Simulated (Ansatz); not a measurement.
A 2-atom cell of CdSe (F-43m) from a materials database was put through Ansatz (plane waves). The cell was relaxed beforehand with r2SCAN.

The cell:
```cif
data_structure
_symmetry_space_group_name_H-M 'P 1'
_symmetry_Int_Tables_number 1
_cell_length_a 4.3385
_cell_length_b 4.3385
_cell_length_c 4.3385
_cell_angle_alpha 60.000
_cell_angle_beta 60.000
_cell_angle_gamma 60.000
_cell_volume 57.74
loop_
_atom_site_label
_atom_site_type_symbol
_atom_site_fract_x
_atom_site_fract_y
_atom_site_fract_z
_atom_site_occupancy
Cd1 Cd 0.00000 0.00000 0.00000 1
Se1 Se 0.75000 0.75000 0.75000 1
```

Abridged output:
```
Functional definition: PBE
Crystal: 2 atoms, lattice volume = 57.745 Å³
Basis set: ecut = 420 eV, 1139 PW (Γ)
Bands: 22, of which v1, the nominal top of the filled ones, is band 18 counted from 1 (17 counted from 0)
Symmetry: 24 space group operations
Space group: F-43m (ITA 216)
k-points: 8 of 64 (time reversal used)
Free energy (F): -13724.741965 eV
Fermi energy:    7.132407 eV
--- G₀W₀: contour deformation, 8 samples at zero and on the imaginary axis and 3 off it, 64 q-points, 172 empty bands' worth ---
    ik  band        ε_KS         Σx   Σc(E_QP)       V_xc       Z   E_QP_lin       E_QP  E_QP is
     0    17      7.1324   -19.7748     2.0952   -17.1706  0.7106     6.5975     6.6233  root
     0    18      7.1324   -19.7748     2.0952   -17.1706  0.7106     6.5975     6.6233  root
     0    19      7.6728    -8.8722    -3.7132   -12.6263  0.7410     7.7137     7.7136  root
     0    20     13.0536    -6.4580    -4.4498   -11.0131  0.7230    13.1597    13.1590  root
     1    17      6.7498   -19.1674     2.1771   -16.4541  0.7079     6.1811     6.2136  root
     1    18      6.7498   -19.1674     2.1771   -16.4541  0.7079     6.1811     6.2136  root
     1    19      9.3698    -8.9082    -3.8802   -12.8722  0.7333     9.4539     9.4535  root
     1    20     13.0385    -7.1403    -4.4476   -11.6335  0.7143    13.0842    13.0840  root
     2    17      6.4189   -18.6966     2.2643   -15.8655  0.7047     5.8212     5.8522  root
     2    18      6.4189   -18.6966     2.2643   -15.8655  0.7047     5.8212     5.8522  root
     2    19      9.4800    -8.1754    -4.0080   -12.2843  0.7375     9.5816     9.5809  root
     2    20     13.5603    -6.4851    -4.4539   -11.0145  0.7210    13.6362    13.6358  root
     3    17      6.1488   -18.2888     2.3073   -15.4012  0.7021     5.5354     5.5684  root
     3    18      6.1488   -18.2888     2.3073   -15.4012  0.7021     5.5354     5.5684  root
     3    19     10.3546    -9.4081    -3.9609   -13.4630  0.7253    10.4491    10.4486  root
     3    20     11.3524    -6.5079    -4.1287   -10.6661  0.7352    11.3820    11.3819  root
     6    17      5.3660   -17.2388     2.5410   -14.0741  0.6914     4.7012     4.7423  root
     6    18      5.3660   -17.2388     2.5410   -14.0741  0.6914     4.7012     4.7423  root
     6    19     10.3099    -5.9769    -3.7221    -9.5665  0.7449    10.1784    10.1773  root
     6    20     10.8584    -8.5984    -4.1130   -12.8431  0.7303    10.9913    10.9901  root
```

The points are ik 0 = (0, 0, 0) (Γ), ik 1 = (0, 0, 1/4), ik 2 = (0, 0, -1/2) (L), ik 3 = (0, 1/4, 1/4), ik 6 = (0, -1/2, -1/2) (X); band 18 is the last filled one.

Q: Reconstruct the input.

A:
```yaml
crystal:
  # lattice and atoms as above
kpoints:
  mp_grid: { grid: [4, 4, 4] }
hamiltonian:
  xc: pbe
scf:
  occupations: { method: fixed }
gw:
  n_empty_bands: 172
  ecut_chi: 120
  qp_bands: [v2, c2]
  qp_kpoints: band_edges
  screening: { model: contour_deformation }
```
The quasiparticle table needs the gw block. Not every key shows in the log; this is the file that was used.

Wall time 49 s on 1 × NVIDIA H100 80GB HBM3 with 2 threads of AMD EPYC 7R13 Processor (Zen 3), on a shared host, load about 1.9 per core; peak host memory 1.3 GiB.

(Simulation; spin polarisation is off.)

The runs are scalar-relativistic, without spin-orbit coupling.

For so narrow a gap this mesh doesn't settle the screening, and the bands and cutoff are finite.
